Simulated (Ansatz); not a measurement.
Relaxation of HfH₂

Method: DFT PBEsol, scalar-relativistic, plane waves, PAW in Ansatz 0.2.0. Run with 420 eV cutoff, 16×16×16 k-mesh, Gaussian smearing of 0.10 eV, no spin polarisation.

What was changed: relaxed at -1 GPa.

Spin–orbit coupling is left out, which can shift energies with elements as heavy as these.

Command:

```bash
ansatz run input.yaml --threads 1 --pin off --max-ram 2560MiB --backend cpu --events-out ev --progress --plain --runs-dir out
```

Input:

```yaml
crystal:
  lattice:
    - [-1.7377118987, 1.7377118987, 2.1256582924]
    - [1.7377118987, -1.7377118987, 2.1256582924]
    - [1.7377118987, 1.7377118987, -2.1256582924]
  atoms:
    - { symbol: Hf, position: [0.0, 0.0, 0.0] }
    - { symbol: H, position: [0.75, 0.25, 0.5] }
    - { symbol: H, position: [0.25, 0.75, 0.5] }
basis:
  ecutwfc: 420
kpoints:
  mp_grid: { grid: [16, 16, 16] }
hamiltonian:
  xc: pbesol
scf:
  occupations: { method: gaussian, width: 0.1 }
output:
  forces: true
  stress: true
  eigenvalues: true
relax:
  adjacent_minimum: "off"
  f_tol: 0.008
  max_steps: 50
  cell: { stress_tol: 0.08, p_target: -1.0 }
```

F is the free energy. Steps run on the plane waves of an earlier cell, but the last one, and at times one on the way, on a freshly chosen basis, so a repeated geometry can differ a little in energy. The relaxation lowers the enthalpy F + PV at the target pressure, so F itself can rise.

Steps:

```tsv
step	F − F(1) (eV)	largest force component (eV/Å)	V (Å³/atom)	P (GPa)
1	0.0000	0.000	8.558	-1.50
2	-0.0015	0.000	8.484	-0.14
3	-0.0007	0.000	8.532	-1.00
4	-0.0006	0.000	8.532	-1.01
```

Relaxed structure:

```
CELL_PARAMETERS angstrom
-1.73506 1.73506 2.12553
1.73506 -1.73506 2.12553
1.73506 1.73506 -2.12553
ATOMIC_POSITIONS crystal
Hf 0.00000 0.00000 0.00000
H 0.75000 0.25000 0.50000
H 0.25000 0.75000 0.50000
```

The structure is tetragonal, space group I4/mmm (No. 139). The conventional cell has a = 3.470 Å, b = 3.470 Å, c = 4.251 Å, α = 90.00°, β = 90.00°, γ = 90.00°. Hf (site symmetry 4/mmm) has 8 H at 2.03 Å as nearest neighbours. H (site symmetry -4m2) is surrounded by 4 Hf at 2.03 Å and 2 H at 2.13 Å.

The run converged. It took 43 s on 1 thread of Arm Neoverse V1 (shared host), peak memory 0.44 GiB.